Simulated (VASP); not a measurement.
# CdSe, self-consistent run: which settings are enough?

CdSe, F-43m (no. 216), 2 atoms in the cell. R2SCAN; PAW potentials Cd, Se (PBE set). VASP 6.6.1.

Wanted: energy within 0.2 meV/atom; levels at the zone centre within 0.003 eV.

What the run is for: comparing ways to start; Accuracy asked: tight.

Levels at the zone centre: counted from the valence top at that point.

POSCAR:
```
CdSe
1.0
    0.0000000000      3.0702711986      3.0702711986
    3.0702711986      0.0000000000      3.0702711986
    3.0702711986      3.0702711986      0.0000000000
Cd Se
1 1
Direct
    0.0000000000      0.0000000000      0.0000000000
    0.2500000000      0.2500000000      0.2500000000
```

## How the run starts (with a second run first, the time holds both)

| How the run starts (with a second run first, the time holds both) | Energy less reference (meV/atom) | Levels at the zone centre, largest deviation (eV) | Time (s) |
|---|---|---|---|
| from scratch: 17 SCF iterations | 0.00 | 0.0000 | 43 |
| PBE orbitals (WAVECAR): 12 + 10 SCF iterations | 0.00 | 0.0001 | 42 |
| PBE density (CHGCAR): 12 + 19 SCF iterations | -0.02 | 0.0078 | 59 |
| loose PBE orbitals: 9 + 10 SCF iterations | 0.00 | 0.0002 | 40 |

Chosen: from scratch: 17 SCF iterations; no other choice that stays within half of the tolerance saves 30 % of the time.

The chosen settings are those of the reference run.

Values of the reference run: Levels at the zone centre: 0, 0, 1.022 eV from the valence top at Gamma.

## The input

INCAR:
```
SYSTEM = CdSe
METAGGA = R2SCAN
ISMEAR = 0
SIGMA = 0.03
LWAVE = .False.
LCHARG = .False.
ISIF = 2
PREC = Accurate
LASPH = .True.
LREAL = .False.
ALGO = Normal
EDIFF = 1E-6
NELM = 120
GGA_COMPAT = .False.
ENCUT = 440
EFERMI = MIDGAP
LMIXTAU = .True.
```

KPOINTS:
```
k-points
0
Gamma
  7 7 7
```

Commands:
```
cat potpaw_PBE.64/Cd/POTCAR potpaw_PBE.64/Se/POTCAR > POTCAR
mpirun -np 1 vasp_std > vasp.out
```

The chosen input took VASP 6.6.1 43 s on 1 core (Intel Xeon Platinum 8488C (Sapphire Rapids)), a shared host.
